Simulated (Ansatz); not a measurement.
Bulk crystal (TiN) after relaxation:

```
Ti N
1.0
     0.00000    2.10197    2.10197
     2.10197    0.00000    2.10197
     2.10197    2.10197    0.00000
Ti N
1 1
Direct
  0.00000 0.00000 0.00000
  0.50000 0.50000 0.50000
```

Miller indices refer to the conventional cell of Fm-3m (No. 225), a = 4.204 Å, b = 4.204 Å, c = 4.204 Å, α = 90.00°, β = 90.00°, γ = 90.00°.

The (111) slab of 9 planes, 9.7 Å thick with 15 Å of vacuum as cut; outer planes Ti (top) and Ti (bottom).

Method: DFT PBEsol, scalar-relativistic, plane waves, PAW in Ansatz. Plane waves to 420 eV, a k mesh through Γ of 12×12×1 on the computed 9-atom cell and Gaussian smearing (0.10 eV); no spin polarisation. The cell repeats along c with a dipole correction in the vacuum.

The slab isn't stoichiometric (Ti5N4), so its surface energy depends on the chemical potentials; it is given with the excess atoms taken from the element's standard state, a limit at which the compound may itself be unstable, so the figure can be too low. The work function read from the bulk's Fermi level differs by 0.22 eV, so the slab's middle doesn't match the bulk reference (too thin, or relaxed to another structure or magnetic state).

With the atoms at the bulk's places:

```
Surface energy with the excess atoms taken from the elements : 2.13 J/m²
Work function                                                : 4.67 eV
```

(1) What changes when all atoms relax within this surface cell and its symmetry?

Spin polarisation was left out, and a magnetic state may lie lower.

Answers

(1) The energy falls by 0.233 J/m² a face, and the largest move is 0.12 Å.

```json
{
 "Surface energy with the excess atoms taken from the elements": "1.90 J/m²",
 "Work function": "4.69 eV"
}
```

| plane (bottom to top) | atoms | spacing to next, bulk (Å) | relaxed (Å) | change (%) |
| --- | --- | --- | --- | --- |
| 1 | Ti | 1.214 | 1.055 | -13.1 |
| 2 | N | 1.214 | 1.244 | +2.5 |
| 3 | Ti | 1.214 | 1.236 | +1.8 |
| 4 | N | 1.214 | 1.199 | -1.2 |
| 5 | Ti | 1.214 | 1.199 | -1.2 |
| 6 | N | 1.214 | 1.236 | +1.8 |
| 7 | Ti | 1.214 | 1.244 | +2.5 |
| 8 | N | 1.214 | 1.055 | -13.1 |
| 9 | Ti |  |  |  |